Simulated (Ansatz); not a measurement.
# SiC: how the settings move a single-point run

Question: which choices in the input matter for SiC? The cell is built on a prototype (ordering on diamond) and needn't be the phase found in nature.

Method: reference: DFT, PBE, plane waves, PAW, in Ansatz 0.2.0.

3 further runs of the same task are left out: 2 for a known fault of the program, 1 that didn't finish.

### 1 Starting point

The structure is trigonal, space group R-3m (No. 166). The conventional cell has a = 2.534 Å, b = 2.534 Å, c = 21.535 Å, α = 90.00°, β = 90.00°, γ = 120.00°. C (site symmetry 3m) is surrounded by 3 C at 1.53 Å. Around Si (site symmetry 3m) lie 1 C at 2.04 Å.

As a file:

```cif
data_structure
_symmetry_space_group_name_H-M 'P 1'
_symmetry_Int_Tables_number 1
_cell_length_a 7.3258
_cell_length_b 7.3258
_cell_length_c 7.3258
_cell_angle_alpha 19.918
_cell_angle_beta 19.918
_cell_angle_gamma 19.918
_cell_volume 39.91
loop_
_atom_site_label
_atom_site_type_symbol
_atom_site_fract_x
_atom_site_fract_y
_atom_site_fract_z
_atom_site_occupancy
C1 C 0.17672 0.17672 0.17672 1
Si1 Si 0.72860 0.72860 0.72860 1
C2 C 0.82328 0.82328 0.82328 1
Si2 Si 0.27140 0.27140 0.27140 1
```

### 2 The reference run

input.yaml reads:

```yaml
crystal:
  lattice:
    - [1.2669330388, 0.731464131, 7.1782539203]
    - [-1.2669330388, 0.731464131, 7.1782539203]
    - [0.0, -1.4629282619, 7.1782539203]
  atoms:
    - { symbol: C, position: [0.1767202019, 0.1767202019, 0.1767202019] }
    - { symbol: Si, position: [0.7286037273, 0.7286037273, 0.7286037273] }
    - { symbol: C, position: [0.8232797981, 0.8232797981, 0.8232797981] }
    - { symbol: Si, position: [0.2713962727, 0.2713962727, 0.2713962727] }
kpoints:
  mp_grid: { grid: [8, 8, 8] }
hamiltonian:
  xc: pbe
scf:
  occupations: { method: fermi_dirac, width: 0.02 }
  n_extra_bands: 5
output:
  forces: true
  stress: true
  eigenvalues: true
```

Command:

```sh
$ ansatz run input.yaml --threads 4 --pin off --max-ram 3686MiB --backend cpu --events-out ev --progress --plain --runs-dir out
```

Output, shortened:

```text
Warning: RAYON_NUM_THREADS=4 ignored (pool sized by the plan → 4); use --threads N
[...]
scf.n_extra_bands = 5 over 8 filled bands (N_el = 16.0): the run solves 13 bands
[...]
Pseudopotentials: kind: paw
Pseudopotential: C, paw, valence charge 4, recommended cutoff 420 eV (normal), C.paw.azcp
Pseudopotential: Si, paw, valence charge 4, recommended cutoff 420 eV (normal), Si.paw.azcp
Functional definition: PBE
[...]
Crystal: 4 atoms, lattice volume = 39.913 Å³
Basis set: ecut = 420 eV, 767 PW (Γ), FFT grids on a1−a3, a2−a3, a3, exchange–correlation on 36×36×100 points (8 copies of the dense FFT grid, shifted against one another)
Bands: 13, of which v1, the nominal top of the filled ones, is band 8 counted from 1 (7 counted from 0)
Symmetry: 12 space group operations
Space group: R-3m (ITA 166), of the structure as read, at distance tolerance 3.4e-5 Å
k-points: 65 of 512
[...]
SCF iter   1: F=—  HF=-1771.630869 eV  |F-HF|=—  |Δ(HF+E_count)|=         —  Δρ=5.42e-3  dr2=8.35e-3  ethr=1.77e-3  ⟨swp⟩=6.4  Hψ=5825  notcnv=0
[...]
SCF iter   6: F=-1771.630156 eV  HF=-1771.630156 eV  |F-HF|=3.52e-9  |Δ(HF+E_count)|=   7.93e-8  Δρ=7.61e-6  dr2=1.69e-8  ethr=6.25e-10  ⟨swp⟩=7.7  Hψ=4318  notcnv=0
[...]
SCF converged after 6 iterations
Free energy (F): -1771.630156 eV
[...]
E sigma→0 (E₀):  -1771.629728 eV
Entropy (-TS):   -0.000856 eV (-0.214 meV/atom)
Fermi energy:    11.519897 eV
[...]
--- Forces (eV/Å), atoms counted from 1 ---
  atom   1  C      0.00000000    -0.00000000    -0.26786150
  atom   2  Si    -0.00000000    -0.00000000    -0.27532306
  atom   3  C      0.00000000     0.00000000     0.26786150
  atom   4  Si    -0.00000000     0.00000000     0.27532306
[...]
--- Stress (GPa, compression-positive) ---
        5.591526       0.000000       0.000000
        0.000000       5.591526      -0.000000
        0.000000      -0.000000      -1.247719
  P = ⅓ Tr σ = 3.3118 GPa (33.118 kbar)
--- Band table (eV; the first three rows and the last of 65) ---
  k-point 0: bands = ["-7.9976", "-1.8420", "-1.7169", "4.6387", "6.6255", "9.3587", "9.3587", "16.1355", "16.9134", "18.3805", "18.3805", "20.9571", "24.4260"]
[...]
```

Wall time 1.3 s (4 threads of Arm Neoverse N1, shared host); peak memory 0.32 GiB.

### 3 Variant: mixing.beta 0.05

Edit input.yaml of step 2 so:

```diff
@@ -17,2 +17,4 @@
   n_extra_bands: 5
+  mixing: { beta: 0.05 }
+  max_iter: 64
 output:
```

Command:

```sh
$ ansatz run input.yaml --threads 4 --pin off --max-ram 3686MiB --backend cpu --events-out ev --progress --plain --runs-dir out
```

Output, shortened:

```text
Warning: RAYON_NUM_THREADS=4 ignored (pool sized by the plan → 4); use --threads N
[...]
scf.n_extra_bands = 5 over 8 filled bands (N_el = 16.0): the run solves 13 bands
[...]
Pseudopotentials: kind: paw
Pseudopotential: C, paw, valence charge 4, recommended cutoff 420 eV (normal), C.paw.azcp
Pseudopotential: Si, paw, valence charge 4, recommended cutoff 420 eV (normal), Si.paw.azcp
Functional definition: PBE
[...]
Crystal: 4 atoms, lattice volume = 39.913 Å³
Basis set: ecut = 420 eV, 767 PW (Γ), FFT grids on a1−a3, a2−a3, a3, exchange–correlation on 36×36×100 points (8 copies of the dense FFT grid, shifted against one another)
Bands: 13, of which v1, the nominal top of the filled ones, is band 8 counted from 1 (7 counted from 0)
Symmetry: 12 space group operations
Space group: R-3m (ITA 166), of the structure as read, at distance tolerance 3.4e-5 Å
k-points: 65 of 512
[...]
SCF iter   8: F=-1771.630156 eV  HF=-1771.630156 eV  |F-HF|=7.09e-11  |Δ(HF+E_count)|=  3.68e-10  Δρ=1.03e-6  dr2=1.74e-10  ethr=6.14e-11  ⟨swp⟩=2.0  Hψ=2657  notcnv=0
[...]
SCF converged after 8 iterations
Free energy (F): -1771.630156 eV
[...]
E sigma→0 (E₀):  -1771.629728 eV
Entropy (-TS):   -0.000856 eV (-0.214 meV/atom)
Fermi energy:    11.519909 eV
[...]
--- Forces (eV/Å), atoms counted from 1 ---
  atom   1  C      0.00000000    -0.00000000    -0.26781344
  atom   2  Si     0.00000000    -0.00000000    -0.27534107
  atom   3  C      0.00000000     0.00000000     0.26781344
  atom   4  Si     0.00000000     0.00000000     0.27534107
[...]
--- Stress (GPa, compression-positive) ---
        5.591686       0.000000       0.000000
        0.000000       5.591686      -0.000000
        0.000000      -0.000000      -1.248298
  P = ⅓ Tr σ = 3.3117 GPa (33.117 kbar)
--- Band table (eV; the first three rows and the last of 65) ---
  k-point 0: bands = ["-7.9976", "-1.8420", "-1.7169", "4.6387", "6.6255", "9.3587", "9.3587", "16.1355", "16.9134", "18.3804", "18.3804", "20.9570", "24.4261"]
[...]
```

It took 1.6 s on 4 threads of Arm Neoverse N1, shared host; peak memory 0.32 GiB.

Same state: the changed mixing leaves the energy within 0.5 meV/atom. Cost: 8 SCF cycles against 6.

### 4 Changing settings: xc lda

Edit input.yaml of step 2 so:

```diff
@@ -13,3 +13,3 @@
 hamiltonian:
-  xc: pbe
+  xc: lda
 scf:
```

Command:

```sh
$ ansatz run input.yaml --threads 4 --pin off --max-ram 3686MiB --backend cpu --events-out ev --progress --plain --runs-dir out
```

Output, shortened:

```text
Warning: RAYON_NUM_THREADS=4 ignored (pool sized by the plan → 4); use --threads N
[...]
scf.n_extra_bands = 5 over 8 filled bands (N_el = 16.0): the run solves 13 bands
[...]
Pseudopotentials: kind: paw
Pseudopotential: C, paw, valence charge 4, recommended cutoff 420 eV (normal), C.paw.azcp
Pseudopotential: Si, paw, valence charge 4, recommended cutoff 420 eV (normal), Si.paw.azcp
Functional definition: SPW92
[...]
Crystal: 4 atoms, lattice volume = 39.913 Å³
Basis set: ecut = 420 eV, 767 PW (Γ), FFT grids on a1−a3, a2−a3, a3
Bands: 13, of which v1, the nominal top of the filled ones, is band 8 counted from 1 (7 counted from 0)
Symmetry: 12 space group operations
Space group: R-3m (ITA 166), of the structure as read, at distance tolerance 3.4e-5 Å
k-points: 65 of 512
[...]
SCF iter   1: F=—  HF=-1701.831459 eV  |F-HF|=—  |Δ(HF+E_count)|=         —  Δρ=7.35e-3  dr2=1.44e-2  ethr=1.77e-3  ⟨swp⟩=6.4  Hψ=5824  notcnv=0
[...]
SCF iter   6: F=-1701.827435 eV  HF=-1701.827435 eV  |F-HF|=7.62e-9  |Δ(HF+E_count)|=   5.11e-8  Δρ=5.93e-6  dr2=1.33e-8  ethr=6.25e-10  ⟨swp⟩=7.8  Hψ=4412  notcnv=0
[...]
SCF converged after 6 iterations
Free energy (F): -1701.827435 eV
[...]
E sigma→0 (E₀):  -1701.827093 eV
Entropy (-TS):   -0.000686 eV (-0.171 meV/atom)
Fermi energy:    11.264206 eV
[...]
--- Forces (eV/Å), atoms counted from 1 ---
  atom   1  C      0.00000000    -0.00000000    -0.43523883
  atom   2  Si     0.00000000    -0.00000000    -0.07249814
  atom   3  C      0.00000000     0.00000000     0.43523883
  atom   4  Si     0.00000000     0.00000000     0.07249814
[...]
--- Stress (GPa, compression-positive) ---
       -1.850619       0.000000       0.000000
        0.000000      -1.850619      -0.000000
        0.000000      -0.000000      -7.847283
  P = ⅓ Tr σ = -3.8495 GPa (-38.495 kbar)
--- Band table (eV; the first three rows and the last of 65) ---
  k-point 0: bands = ["-8.0708", "-2.0395", "-1.8789", "4.4287", "6.4388", "9.1224", "9.1224", "15.9051", "16.6331", "18.0771", "18.0771", "20.9047", "24.0332"]
[...]
```

Run time: 1.3 s. Hardware: 4 threads of Arm Neoverse N1, shared host; peak memory 0.32 GiB.

Total energies don't compare across a change of functional; the pressure goes from 3.3 to -3.8 GPa and the largest force goes from 0.28 to 0.44 eV/Å. At this fixed cell a lower pressure means that this functional prefers a smaller volume than the reference.

### 5 A further run, with the input changed

Edit input.yaml of step 2 so:

```diff
@@ -17,2 +17,4 @@
   n_extra_bands: 5
+  convergence: { dr2_threshold: 0.0001 }
+  max_iter: 83
 output:
```

Command:

```sh
$ ansatz run input.yaml --threads 4 --pin off --max-ram 3686MiB --backend cpu --events-out ev --progress --plain --runs-dir out
```

Output, shortened:

```text
Warning: scf.convergence.dr2_threshold = 1e-4 eV is looser than this run's default, which is 1e-7 eV or tighter. The error in the forces grows as the threshold's square root, so leave the key out unless less accurate forces are enough
Warning: output.stress: scf.convergence.dr2_threshold = 1e-4 eV is looser than the 4e-10 eV advised for a printed stress (1e-10 eV for each atom of the cell: 4). What an SCF threshold leaves in a stress goes as its square root, and in the free energy as the threshold itself, and one [...]
Warning: RAYON_NUM_THREADS=4 ignored (pool sized by the plan → 4); use --threads N
[...]
scf.n_extra_bands = 5 over 8 filled bands (N_el = 16.0): the run solves 13 bands
[...]
Pseudopotentials: kind: paw
Pseudopotential: C, paw, valence charge 4, recommended cutoff 420 eV (normal), C.paw.azcp
Pseudopotential: Si, paw, valence charge 4, recommended cutoff 420 eV (normal), Si.paw.azcp
Functional definition: PBE
[...]
Crystal: 4 atoms, lattice volume = 39.913 Å³
Basis set: ecut = 420 eV, 767 PW (Γ), FFT grids on a1−a3, a2−a3, a3, exchange–correlation on 36×36×100 points (8 copies of the dense FFT grid, shifted against one another)
[...]
Symmetry: 12 space group operations
Space group: R-3m (ITA 166), of the structure as read, at distance tolerance 3.4e-5 Å
k-points: 65 of 512
[...]
SCF iter   1: F=—  HF=-1771.630869 eV  |F-HF|=—  |Δ(HF+E_count)|=         —  Δρ=5.42e-3  dr2=8.35e-3  ethr=1.77e-3  ⟨swp⟩=6.4  Hψ=5825  notcnv=0
[...]
SCF iter   6: F=-1771.630156 eV  HF=-1771.630156 eV  |F-HF|=3.78e-9  |Δ(HF+E_count)|=   8.36e-8  Δρ=7.11e-6  dr2=1.57e-8  ethr=2.94e-9  ⟨swp⟩=3.8  Hψ=3149  notcnv=0
[...]
SCF converged after 6 iterations
Free energy (F): -1771.630156 eV
[...]
E sigma→0 (E₀):  -1771.629728 eV
Entropy (-TS):   -0.000856 eV (-0.214 meV/atom)
Fermi energy:    11.519899 eV
[...]
--- Forces (eV/Å), atoms counted from 1 ---
  atom   1  C      0.00000000    -0.00000000    -0.26784419
  atom   2  Si    -0.00000000    -0.00000000    -0.27530492
  atom   3  C      0.00000000     0.00000000     0.26784419
  atom   4  Si    -0.00000000     0.00000000     0.27530492
[...]
--- Stress (GPa, compression-positive) ---
        5.591544       0.000000       0.000000
        0.000000       5.591544      -0.000000
       -0.000000      -0.000000      -1.247903
  P = ⅓ Tr σ = 3.3117 GPa (33.117 kbar)
--- Band table (eV; the first three rows and the last of 65) ---
  k-point 0: bands = ["-7.9976", "-1.8420", "-1.7169", "4.6387", "6.6255", "9.3587", "9.3587", "16.1355", "16.9134", "18.3805", "18.3805", "20.9571", "24.4260"]
[...]
```

Run time: 1.4 s. Hardware: 4 threads of Arm Neoverse N1, shared host; peak memory 0.32 GiB.

### 6 Can this result be trusted?

The program finished normally, with warnings (force scf threshold loose, stress scf threshold loose). Its log warns: «scf.convergence.dr2_threshold = 1e-4 eV is looser than this run's default, which is 1e-7 eV or tighter. The error in the forces grows as the threshold's square root ...»

The threshold asked is loose, but the program put off the close and ended at dr2 = 1.6e-8, so little accuracy was lost here.

The way back: delete scf.convergence.dr2_threshold (the default then holds).

Energy and cycle count are those of the reference, so the change (convergence setting) left the result and the number of cycles as they were.

### 7 Changing settings: n_extra_bands 24

Edit input.yaml of step 2 so:

```diff
@@ -16,3 +16,3 @@
   occupations: { method: fermi_dirac, width: 0.02 }
-  n_extra_bands: 5
+  n_extra_bands: 24
 output:
```

Command:

```sh
$ ansatz run input.yaml --threads 4 --pin off --max-ram 3686MiB --backend cpu --events-out ev --progress --plain --runs-dir out
```

Output, shortened:

```text
Warning: RAYON_NUM_THREADS=4 ignored (pool sized by the plan → 4); use --threads N
[...]
scf.n_extra_bands = 24 over 8 filled bands (N_el = 16.0): the run solves 32 bands
[...]
Pseudopotentials: kind: paw
Pseudopotential: C, paw, valence charge 4, recommended cutoff 420 eV (normal), C.paw.azcp
Pseudopotential: Si, paw, valence charge 4, recommended cutoff 420 eV (normal), Si.paw.azcp
Functional definition: PBE
[...]
Crystal: 4 atoms, lattice volume = 39.913 Å³
Basis set: ecut = 420 eV, 767 PW (Γ), FFT grids on a1−a3, a2−a3, a3, exchange–correlation on 36×36×100 points (8 copies of the dense FFT grid, shifted against one another)
Bands: 32, of which v1, the nominal top of the filled ones, is band 8 counted from 1 (7 counted from 0)
Symmetry: 12 space group operations
Space group: R-3m (ITA 166), of the structure as read, at distance tolerance 3.4e-5 Å
k-points: 65 of 512
[...]
SCF iter   1: F=—  HF=-1771.631173 eV  |F-HF|=—  |Δ(HF+E_count)|=         —  Δρ=5.46e-3  dr2=8.43e-3  ethr=1.77e-3  ⟨swp⟩=5.5  Hψ=10294  notcnv=0  defer=369
[...]
SCF iter   6: F=-1771.630156 eV  HF=-1771.630156 eV  |F-HF|=1.50e-8  |Δ(HF+E_count)|=   5.31e-8  Δρ=4.67e-6  dr2=1.97e-8  ethr=6.25e-10  ⟨swp⟩=9.7  Hψ=12085  notcnv=0
[...]
SCF converged after 6 iterations
Free energy (F): -1771.630156 eV
[...]
E sigma→0 (E₀):  -1771.629729 eV
Entropy (-TS):   -0.000855 eV (-0.214 meV/atom)
Fermi energy:    11.519888 eV
[...]
--- Forces (eV/Å), atoms counted from 1 ---
  atom   1  C      0.00000000    -0.00000000    -0.26787788
  atom   2  Si     0.00000000    -0.00000000    -0.27546183
  atom   3  C      0.00000000     0.00000000     0.26787788
  atom   4  Si    -0.00000000     0.00000000     0.27546183
[...]
--- Stress (GPa, compression-positive) ---
        5.591986       0.000000       0.000000
        0.000000       5.591986      -0.000000
       -0.000000      -0.000000      -1.248416
  P = ⅓ Tr σ = 3.3119 GPa (33.119 kbar)
--- Band table (eV; the first three rows and the last of 65) ---
[...]
```

Wall time 1.9 s (4 threads of Arm Neoverse N1, shared host); peak memory 0.35 GiB.

Energy and cycle count are those of the reference, so the change (band count) left the result and the number of cycles as they were. Cost: 1.9 s against 1.3 s.

### 8 Variant: occupations.method methfessel_paxton, occupations.width 0.001

Edit input.yaml of step 2 so:

```diff
@@ -15,3 +15,3 @@
 scf:
-  occupations: { method: fermi_dirac, width: 0.02 }
+  occupations: { method: methfessel_paxton, width: 0.001 }
   n_extra_bands: 5
```

Command:

```sh
$ ansatz run input.yaml --threads 4 --pin off --max-ram 3686MiB --backend cpu --events-out ev --progress --plain --runs-dir out
```

Output, shortened:

```text
Warning: RAYON_NUM_THREADS=4 ignored (pool sized by the plan → 4); use --threads N
[...]
scf.n_extra_bands = 5 over 8 filled bands (N_el = 16.0): the run solves 13 bands
[...]
Pseudopotentials: kind: paw
Pseudopotential: C, paw, valence charge 4, recommended cutoff 420 eV (normal), C.paw.azcp
Pseudopotential: Si, paw, valence charge 4, recommended cutoff 420 eV (normal), Si.paw.azcp
Functional definition: PBE
[...]
Crystal: 4 atoms, lattice volume = 39.913 Å³
Basis set: ecut = 420 eV, 767 PW (Γ), FFT grids on a1−a3, a2−a3, a3, exchange–correlation on 36×36×100 points (8 copies of the dense FFT grid, shifted against one another)
Bands: 13, of which v1, the nominal top of the filled ones, is band 8 counted from 1 (7 counted from 0)
Symmetry: 12 space group operations
Space group: R-3m (ITA 166), of the structure as read, at distance tolerance 3.4e-5 Å
k-points: 65 of 512
[...]
Free energy (F): -1771.629658 eV
[...]
E sigma→0 (E₀):  -1771.629657 eV
Entropy (-TS):   -0.000003 eV (-0.001 meV/atom)
Fermi energy:    11.495783 eV
[...]
--- Forces (eV/Å), atoms counted from 1 ---
  atom   1  C      0.00000000    -0.00000000    -0.27163744
  atom   2  Si     0.00000000    -0.00000000    -0.27928319
  atom   3  C      0.00000000     0.00000000     0.27163744
  atom   4  Si    -0.00000000     0.00000000     0.27928319
[...]
--- Stress (GPa, compression-positive) ---
        5.645463       0.000000      -0.000000
        0.000000       5.645463      -0.000000
        0.000000      -0.000000      -1.255914
  P = ⅓ Tr σ = 3.3450 GPa (33.450 kbar)
--- Band table (eV; the first three rows and the last of 65) ---
  k-point 0: bands = ["-7.9990", "-1.8424", "-1.7161", "4.6385", "6.6258", "9.3571", "9.3571", "16.1350", "16.9135", "18.3790", "18.3790", "20.9557", "24.4267"]
[...]
```

Run time: 1.3 s. Hardware: 4 threads of Arm Neoverse N1, shared host; peak memory 0.32 GiB.

Changing the smearing leaves the energy as it was (0.0 meV/atom).

### 9 Changing settings: occupations.width 0.001

Edit input.yaml of step 2 so:

```diff
@@ -15,3 +15,3 @@
 scf:
-  occupations: { method: fermi_dirac, width: 0.02 }
+  occupations: { method: fermi_dirac, width: 0.001 }
   n_extra_bands: 5
```

Command:

```sh
$ ansatz run input.yaml --threads 4 --pin off --max-ram 3686MiB --backend cpu --events-out ev --progress --plain --runs-dir out
```

Output, shortened:

```text
Warning: RAYON_NUM_THREADS=4 ignored (pool sized by the plan → 4); use --threads N
[...]
scf.n_extra_bands = 5 over 8 filled bands (N_el = 16.0): the run solves 13 bands
[...]
Pseudopotentials: kind: paw
Pseudopotential: C, paw, valence charge 4, recommended cutoff 420 eV (normal), C.paw.azcp
Pseudopotential: Si, paw, valence charge 4, recommended cutoff 420 eV (normal), Si.paw.azcp
Functional definition: PBE
[...]
Crystal: 4 atoms, lattice volume = 39.913 Å³
Basis set: ecut = 420 eV, 767 PW (Γ), FFT grids on a1−a3, a2−a3, a3, exchange–correlation on 36×36×100 points (8 copies of the dense FFT grid, shifted against one another)
Bands: 13, of which v1, the nominal top of the filled ones, is band 8 counted from 1 (7 counted from 0)
Symmetry: 12 space group operations
Space group: R-3m (ITA 166), of the structure as read, at distance tolerance 3.4e-5 Å
k-points: 65 of 512
[...]
SCF iter   6: F=-1771.629676 eV  HF=-1771.629676 eV  |F-HF|=4.20e-9  |Δ(HF+E_count)|=   7.49e-8  Δρ=7.04e-6  dr2=1.49e-8  ethr=6.25e-10  ⟨swp⟩=7.6  Hψ=3659  notcnv=0
[...]
SCF converged after 6 iterations
Free energy (F): -1771.629676 eV
[...]
E sigma→0 (E₀):  -1771.629665 eV
Entropy (-TS):   -0.000021 eV (-0.005 meV/atom)
Fermi energy:    11.496956 eV
[...]
--- Forces (eV/Å), atoms counted from 1 ---
  atom   1  C      0.00000000    -0.00000000    -0.27163753
  atom   2  Si     0.00000000    -0.00000000    -0.27928318
  atom   3  C      0.00000000     0.00000000     0.27163753
  atom   4  Si     0.00000000     0.00000000     0.27928318
[...]
--- Stress (GPa, compression-positive) ---
        5.645463       0.000000       0.000000
        0.000000       5.645463      -0.000000
       -0.000000      -0.000000      -1.255914
  P = ⅓ Tr σ = 3.3450 GPa (33.450 kbar)
--- Band table (eV; the first three rows and the last of 65) ---
  k-point 0: bands = ["-7.9990", "-1.8424", "-1.7161", "4.6385", "6.6258", "9.3571", "9.3571", "16.1350", "16.9135", "18.3790", "18.3790", "20.9557", "24.4267"]
[...]
```

It took 1.3 s on 4 threads of Arm Neoverse N1, shared host; peak memory 0.32 GiB.

Changing the smearing hardly moves the energy: 0.0 meV/atom.

### 10 Comparison

| run | ending | energy change | pressure (GPa) | gap (eV) | force (eV/Å) | cycles | time |
| --- | --- | --- | --- | --- | --- | --- | --- |
| reference | converged | 0 | 3.3 | 0.00 | 0.28 | 6 | 1.3 s |
| 1: mixing.beta 0.05 | converged | 0.0 meV/atom | 3.3 | 0.00 | 0.28 | 8 | 1.6 s |
| 2: xc lda | converged | not comparable | -3.8 | 0.00 | 0.44 | 6 | 1.3 s |
| 3: dr2_threshold 0.0001 | converged | 0.0 meV/atom | 3.3 | 0.00 | 0.28 | 6 | 1.4 s |
| 4: n_extra_bands 24 | converged | 0.0 meV/atom | 3.3 | 0.00 | 0.28 | 6 | 1.9 s |
| 5: occupations.method methfessel_paxton, occupations.width 0.001 | converged | 0.0 meV/atom (σ→0) | 3.3 | 0.00 | 0.28 | 6 | 1.3 s |
| 6: occupations.width 0.001 | converged | 0.0 meV/atom (σ→0) | 3.3 | 0.00 | 0.28 | 6 | 1.3 s |

Residual by cycle in the longest SCF loop of each run; runs are numbered as in the table. The quantity is the density residual dr2, in eV.

| cycle | reference | run 1 | run 2 | run 3 | run 4 | run 5 | run 6 |
| --- | --- | --- | --- | --- | --- | --- | --- |
| 1 | 0.00835 | 0.00835 | 0.0144 | 0.00835 | 0.00843 | 0.00808 | 0.00808 |
| 2 | 0.00285 | 0.00708 | 0.0044 | 0.00285 | 0.00279 | 0.00252 | 0.00252 |
| 3 | 7.2e-4 | 0.00439 | 0.00102 | 7.2e-4 | 4.9e-4 | 6.0e-4 | 6.0e-4 |
| 4 | 5.3e-6 | 5.5e-4 | 1.3e-5 | 5.4e-6 | 1.5e-5 | 5.4e-6 | 5.4e-6 |
| 5 | 4.5e-7 | 1.6e-4 | 2.5e-7 | 4.7e-7 | 4.3e-7 | 3.2e-7 | 3.2e-7 |
| 6 | 1.7e-8 | 6.2e-7 | 1.3e-8 | 1.6e-8 | 2.0e-8 | 1.5e-8 | 1.5e-8 |
| 7 | - | 9.8e-9 | - | - | - | - | - |
| 8 | - | 1.7e-10 | - | - | - | - | - |

Of the converged runs whose energies compare with the reference's, none moves it noticeably.
